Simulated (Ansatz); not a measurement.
Input and output for PbO (NiAs type): DFT, PBE, all-electron LAPW, scalar-relativistic (Ansatz 0.2.0). This run: single point at the cell that PAW relaxed from the NiAs type at 12 GPa.

The cell comes from a relaxation on PAW files under the same functional, begun from a prototype that needn't be the stable phase.

Command: `ansatz run input.yaml --threads 2 --pin off --max-ram 5120MiB --backend cpu --events-out ev --progress --plain --runs-dir out` It took 19 s on 2 threads of Arm Neoverse V2 (shared host), peak memory 0.56 GiB.

```yaml
crystal:
  lattice:
    - [3.4388394648, 0.0, 0.0]
    - [-1.7194197324, 2.9781223361, 0.0]
    - [0.0, 0.0, 6.3984900008]
  atoms:
    - { symbol: Pb, position: [0.0, 0.0, 0.0] }
    - { symbol: Pb, position: [0.0, 0.0, 0.5] }
    - { symbol: O, position: [0.3333333333, 0.6666666667, 0.25] }
    - { symbol: O, position: [0.6666666667, 0.3333333333, 0.75] }
kpoints:
  mp_grid: { grid: [9, 9, 5] }
scf:
  occupations: { method: fermi_dirac, width: 0.05 }
hamiltonian:
  xc: pbe
  pseudopotentials: { kind: all_electron, lapw: { basis_error: 0.0005 } }
output:
  forces: true
  stress: true
  eigenvalues: true
  populations: true
```

Output:

```
Pb: projections on atomic orbitals take those of the free atom 1s2 2s2 2p6 3s2 3p6 3d10 4s2 4p6 4d10 4f14 5s2 5p6 5d10 6s2 6p2, of charge +0.00 (hamiltonian.pseudopotentials.projection_atoms)
O: projections on atomic orbitals take those of the free atom 1s2 2s2 2p4, of charge +0.00 (hamiltonian.pseudopotentials.projection_atoms)
LAPW: plane waves up to 8.581 Å⁻¹, error target 5.0e-4 eV per atom; small_component_spin mean_spin; O in spheres of 1.134 Å, 6 of its electrons in bands, Dirac shells []; Pb in spheres of 1.416 Å, 46 of its electrons in bands, Dirac shells [] (how accurate: hamiltonian.pseudopotentials.lapw.basis_error, Limitations)
Engine: ansatz 0.2.0
Pseudopotentials: kind: all_electron
Pseudopotential: Pb, LAPW, valence charge 46, lapw/all_electron/scalar/gaussian/Pb, Koelling and Harmon's equation, gaussian nucleus
Pseudopotential: O, LAPW, valence charge 6, lapw/all_electron/scalar/gaussian/O, Koelling and Harmon's equation, gaussian nucleus
Functional definition: PBE
  parameter kappa = 0.804
  parameter beta = 0.06672455060314922
  exchange = pbe_x(kappa = kappa, mu = beta*pi^2/3)
  correlation = pbe_c(beta = beta)
Crystal: 4 atoms, lattice volume = 65.529 Å³
Basis set: ecut = 280.5568969906926 eV, 701 PW (Γ), exchange–correlation at level 2
Bands: 63, of which v1, the nominal top of the filled ones, is band 52 counted from 1 (51 counted from 0)
Symmetry: 24 space group operations
Space group: P63/mmc (ITA 194), of the structure as read, at distance tolerance 4.0e-5 Å
k-points: 36 of 405
Non-local potential: Pb, projectors of the file, none
Non-local potential: O, projectors of the file, none
Initial density: superposition of atomic densities (chi_scale 0.1, normalization cell, long waves kept (reshape's long-wave potential 0.00 eV rms))
Initial wavefunctions: plane waves of lowest kinetic energy (no species holds an atomic orbital)
Functional: x = pbe(κ = 0.804, μ = 0.2195149727645171), c = pbe(β = 0.06672455060314922)
iter 1 solved again at ethr=6.92e-3 eV; its pass at ethr=1.00e-1 eV (dr2=7.20e0 eV) is discarded
SCF iter   1: F=—  HF=-1140232.277532 eV  |F-HF|=—  |Δ(HF+E_count)|=         —  Δρ=8.34e-2  dr2=7.20e0  ethr=6.92e-3  ⟨swp⟩=2.0  Hψ=13033  notcnv=0
preconditioner: auto → Resta (q_TF=auto, 2.947 Å⁻¹)  ε∞=3.1  [insulator: Δε(μ)=1.353 eV  Ē_g=20.261 eV  σ=0.050 eV  W_gap=1.00  n_scr=36 (ndim 8)  ℏωp=29.0 eV  f_vac=0.065  D(μ)=0.00/eV (n_scr^D=0)  ε∞_Penn≈3.1]
iter 2 solved again at ethr=4.48e-4 eV; its pass at ethr=6.92e-3 eV (dr2=4.66e-1 eV) is discarded
SCF iter   2: F=—  HF=-1140229.566645 eV  |F-HF|=—  |Δ(HF+E_count)|=    2.71e0  Δρ=2.77e-2  dr2=4.66e-1  ethr=4.48e-4  ⟨swp⟩=2.0  Hψ=11170  notcnv=0
preconditioner: auto → LDOS  [metal: Δε(μ)=0.035 eV  Ē_g=19.797 eV  σ=0.050 eV  W_gap=0.17  n_scr=36 (ndim 8)  ℏωp=29.0 eV  f_vac=0.106  D(μ)=0.78/eV (n_scr^D=2)  β→1.0]
SCF iter   3: F=—  HF=-1140228.058252 eV  |F-HF|=—  |Δ(HF+E_count)|=    1.51e0  Δρ=1.40e-2  dr2=2.22e-1  ethr=4.48e-4  ⟨swp⟩=3.0  Hψ=6886  notcnv=0
SCF iter   4: F=—  HF=-1140228.026344 eV  |F-HF|=—  |Δ(HF+E_count)|=         —  Δρ=4.05e-3  dr2=1.67e-2  ethr=2.13e-4  ⟨swp⟩=2.0  Hψ=6478  notcnv=0
the basis was enlarged: its passes take 348.3 KiB over the memory plan, 2 of 2 planned eigensolver slots
SCF iter   5: F=—  HF=-1140228.019032 eV  |F-HF|=—  |Δ(HF+E_count)|=   7.31e-3  Δρ=1.29e-3  dr2=1.64e-3  ethr=1.61e-5  ⟨swp⟩=2.0  Hψ=6485  notcnv=0
SCF iter   6: F=—  HF=-1140228.018087 eV  |F-HF|=—  |Δ(HF+E_count)|=   9.45e-4  Δρ=2.69e-4  dr2=8.01e-5  ethr=1.57e-6  ⟨swp⟩=2.1  Hψ=6491  notcnv=0
SCF iter   7: F=—  HF=-1140228.018071 eV  |F-HF|=—  |Δ(HF+E_count)|=   1.51e-5  Δρ=5.43e-5  dr2=3.16e-6  ethr=7.70e-8  ⟨swp⟩=2.0  Hψ=6485  notcnv=0
SCF iter   8: F=-1140228.018071 eV  HF=-1140228.018071 eV  |F-HF|=2.75e-8  |Δ(HF+E_count)|=   1.53e-7  Δρ=5.74e-6  dr2=3.12e-8  ethr=3.04e-9  ⟨swp⟩=2.7  Hψ=6526  notcnv=0
SCF 1 converged in 8 iterations: F = -1140228.018071 eV  dr2 = 3.12e-8
SCF converged after 8 iterations
Free energy (F): -1140228.018071 eV
Harris-Foulkes:  -1140228.018071 eV  (|F-HF|=2.75e-8)
Internal energy: -1140228.016220 eV  (E = F + TS)
E sigma→0 (E₀):  -1140228.017146 eV
Entropy (-TS):   -0.001851 eV (-0.463 meV/atom)
Fermi energy:    16.461812 eV
--- Per-component energies (eV) ---
  E_band       = -11840.114860
  E_kinetic    = 1314045.004571
  E_xc         = -21627.775943
  E_electrostatic = -2432645.244849  (all electrons and nuclei)
  E_smearing   = -0.001851  (= −TS)
  E_closure    = 0.000000  (closes the sum)
  E_atoms      = -1140207.893710  (free atoms, spherical and without spin; not in F)
  Σ components = -1140228.018071   (vs F -1140228.018071, Δ=0.00e0)
  Basis errors (estimates in eV, not in F): energy 1.9e-4 per atom: plane waves 1.7e-4 (9.3e-5 summed), levels above the bands 9.8e-125, relativity 1.4e-8, radial functions 1.7e-5, core shells 3.2e-7; eigenvalues (radial functions only) 1.2e-5; not estimated: angular momenta, meshes, grids; target (lapw.basis_error) 5.0e-4; muffin-tin radii O 1.134 Å, Pb 1.416 Å
--- Forces (eV/Å), atoms counted from 1 ---
  atom   1  Pb     0.00000000     0.00000000    -0.00000000
  atom   2  Pb     0.00000000     0.00000000     0.00000000
  atom   3  O      0.00000000     0.00000000     0.00000000
  atom   4  O      0.00000000    -0.00000000    -0.00000000
  max |Σ_I F_I| component: 1.16e-18 eV/Å
--- Stress (GPa, compression-positive) ---
       12.022452       0.000000       0.000000
        0.000000      12.022452       0.000000
        0.000000       0.000000      12.044771
  P = ⅓ Tr σ = 12.0299 GPa (120.299 kbar)
--- Band table (eV; the first three rows and the last of 36) ---
  k-point 0: bands = ["-380.5926", "-380.5926", "-380.5907", "-380.5907", "-380.5907", "-380.5907", "-380.5833", "-380.5833", "-380.5833", "-380.5833", "-123.0086", "-123.0085", "-112.0154", "-112.0154", "-112.0100", "-112.0100", "-112.0097", "-112.0097", "-112.0097", "-112.0097", "-112.0061", "-112.0061", "-112.0049", "-112.0049", "-112.0049", "-112.0049", "-64.8733", "-64.8733", "-64.8729", "-64.8729", "-64.8567", "-64.8496", "-2.2033", "-1.4775", "-0.8140", "-0.5674", "-0.5674", "-0.5198", "-0.5198", "-0.4233", "-0.4233", "-0.3909", "-0.2228", "-0.2228", "6.4116", "8.2564", "12.7696", "13.6225", "13.6225", "14.0871", "14.0871", "16.1556", "16.7906", "23.1033", "23.1033", "24.1901", "24.8533", "24.8533", "25.9878", "27.0099", "28.2841", "29.4403", "29.4403"]
  k-point 1: bands = ["-380.5926", "-380.5926", "-380.5907", "-380.5907", "-380.5907", "-380.5907", "-380.5833", "-380.5833", "-380.5833", "-380.5833", "-123.0086", "-123.0085", "-112.0154", "-112.0154", "-112.0100", "-112.0100", "-112.0097", "-112.0097", "-112.0097", "-112.0097", "-112.0061", "-112.0061", "-112.0049", "-112.0049", "-112.0049", "-112.0049", "-64.8733", "-64.8733", "-64.8729", "-64.8729", "-64.8561", "-64.8503", "-2.1403", "-1.5550", "-0.7743", "-0.5626", "-0.5626", "-0.5242", "-0.5242", "-0.4308", "-0.4050", "-0.4050", "-0.2426", "-0.2426", "6.5553", "8.0258", "13.0493", "13.6680", "13.6680", "14.0439", "14.0439", "15.4466", "17.6769", "22.7368", "23.2181", "23.2181", "24.5938", "24.5938", "26.9992", "27.1718", "29.0116", "29.8400", "29.8400"]
  k-point 2: bands = ["-380.5926", "-380.5926", "-380.5907", "-380.5907", "-380.5907", "-380.5907", "-380.5833", "-380.5833", "-380.5833", "-380.5833", "-123.0085", "-123.0085", "-112.0154", "-112.0154", "-112.0100", "-112.0100", "-112.0097", "-112.0097", "-112.0097", "-112.0097", "-112.0061", "-112.0061", "-112.0049", "-112.0049", "-112.0049", "-112.0049", "-64.8732", "-64.8732", "-64.8730", "-64.8730", "-64.8543", "-64.8521", "-1.9704", "-1.7479", "-0.6690", "-0.5503", "-0.5503", "-0.5371", "-0.5357", "-0.5357", "-0.3560", "-0.3560", "-0.2939", "-0.2939", "6.9525", "7.5024", "13.7274", "13.7861", "13.7861", "13.9297", "13.9297", "14.5663", "19.0842", "20.8013", "23.5516", "23.5516", "24.0565", "24.0565", "27.4878", "27.5098", "30.0782", "30.1897", "30.6503"]
  k-point 35: bands = ["-380.5926", "-380.5926", "-380.5907", "-380.5907", "-380.5907", "-380.5907", "-380.5833", "-380.5833", "-380.5833", "-380.5833", "-123.0085", "-123.0084", "-112.0154", "-112.0154", "-112.0100", "-112.0100", "-112.0097", "-112.0097", "-112.0097", "-112.0097", "-112.0061", "-112.0061", "-112.0049", "-112.0049", "-112.0049", "-112.0049", "-64.8755", "-64.8755", "-64.8754", "-64.8754", "-64.8540", "-64.8518", "-1.9038", "-1.9038", "-0.4946", "-0.4745", "-0.4745", "-0.4251", "-0.4251", "-0.4029", "-0.4029", "-0.3161", "0.4639", "0.4639", "8.0021", "8.7401", "11.1636", "11.1636", "13.4156", "13.4156", "14.2485", "15.4830", "17.3876", "17.3876", "20.3568", "20.3568", "21.3221", "22.4410", "27.4738", "27.4738", "29.7412", "29.7412", "32.3003"]
--- Löwdin populations: 4 sites ---
  site symbol       q [e]
     0     Pb     81.2003
     1     Pb     81.2003
     2      O      8.7364
     3      O      8.7364
  spilling = 0.000704 (of n_electrons = 180.000000)
```

populations.tsv:

```
# site	symbol	l	j	q
# orbitals = lowdin
# n_electrons = 180.000000
# spilling = 0.000704
# projection_atom_Pb: 1s2 2s2 2p6 3s2 3p6 3d10 4s2 4p6 4d10 4f14 5s2 5p6 5d10 6s2 6p2
# projection_atom_O: 1s2 2s2 2p4
0	Pb	0_1S	-	2.000000
0	Pb	0_2S	-	1.999994
0	Pb	0_3S	-	1.999928
0	Pb	0_4S	-	1.999327
0	Pb	0_5S	-	1.992307
0	Pb	0_6S	-	1.790355
0	Pb	1_2P	-	6.000000
0	Pb	1_3P	-	5.999999
0	Pb	1_4P	-	5.999938
0	Pb	1_5P	-	5.994877
0	Pb	1_6P	-	1.433116
0	Pb	2_3D	-	10.000000
0	Pb	2_4D	-	9.999998
0	Pb	2_5D	-	9.990442
0	Pb	3_4F	-	13.999999
1	Pb	0_1S	-	2.000000
1	Pb	0_2S	-	1.999994
1	Pb	0_3S	-	1.999928
1	Pb	0_4S	-	1.999327
1	Pb	0_5S	-	1.992307
1	Pb	0_6S	-	1.790355
1	Pb	1_2P	-	6.000000
1	Pb	1_3P	-	5.999999
1	Pb	1_4P	-	5.999938
1	Pb	1_5P	-	5.994877
1	Pb	1_6P	-	1.433116
1	Pb	2_3D	-	10.000000
1	Pb	2_4D	-	9.999998
1	Pb	2_5D	-	9.990442
1	Pb	3_4F	-	13.999999
2	O	0_1S	-	1.999060
2	O	0_2S	-	1.852513
2	O	1_2P	-	4.884824
3	O	0_1S	-	1.999060
3	O	0_2S	-	1.852513
3	O	1_2P	-	4.884824
```

Spin–orbit coupling is left out, which matters for the heavy atoms.
